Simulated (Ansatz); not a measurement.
## AlN (F-43m), a vibration from a frozen displacement

Level of theory: DFT PBE, scalar-relativistic, plane waves, PAW (Ansatz 0.2.0). Settings: plane waves to 420 eV, k-mesh 10×10×10 (Γ-centred), Gaussian smearing 0.05 eV. No spin polarisation. Energies are free energies at this smearing, counted from the undisturbed cell; pressure is positive in compression.

Reference structure (as given, not relaxed at this level; it stands at 4.9 GPa; this zinc-blende form isn't the usual structure):

```
Al N
1.0
     0.00000    2.18399    2.18399
     2.18399    0.00000    2.18399
     2.18399    2.18399    0.00000
Al N
1 1
Cartesian
  0.0000 0.0000 0.0000
  3.2760 3.2760 3.2760
```

Every Al atom is moved by x along the Cartesian unit vector (0.577, 0.577, 0.577); the cell and all other atoms stay fixed. The cell's volume is 20.83 Å³; the moved atoms weigh 26.982 u together and the others 14.007 u.

```
  x (Å)  ΔE (meV/cell) total force on the moved atoms along the move (eV/Å) pressure (GPa)
-0.2000         406.00                                                4.7432         11.5794
-0.1500         210.11                                                3.1487          8.3652
-0.1000          86.03                                                1.8607          6.3054
-0.0500          19.83                                                0.8253          5.1972
 0.0000           0.00                                                0.0000          4.8636
 0.0500          16.88                                               -0.6481          5.1484
 0.1000          62.30                                               -1.1452          5.9136
 0.1500         129.23                                               -1.5121          7.0357
 0.1750         168.84                                               -1.6520          7.6955
 0.2000         211.62                                               -1.7658          8.4036
```

Q: What frequency belongs to this motion?

A: The force constant is k = −dF/dx = 14.735 eV/Å², from the parabola through x = -0.0500, 0 and 0.0500. In every cell the moved atoms swing against the rest, so the mass is μ = m₁m₂/(m₁ + m₂) = 9.220 u, and ν̃ = 521.5 cm⁻¹ × √(|k|/μ) = 659 cm⁻¹, at this cell's pressure of 4.9 GPa. To first order in x, and within 1 %, the force on every atom lies along the move and, within each of the two groups, in proportion to the atom's mass, so this is itself a mode at the zone centre of this cell, taken without macroscopic field (the transverse frequency in a polar insulator).

Q: How far does the harmonic law reach?

A: At x = -0.200 Å, kx²/2 = 294.69 meV against the computed 406.00 meV (+37.8 %): the well stiffens in this direction at large amplitude.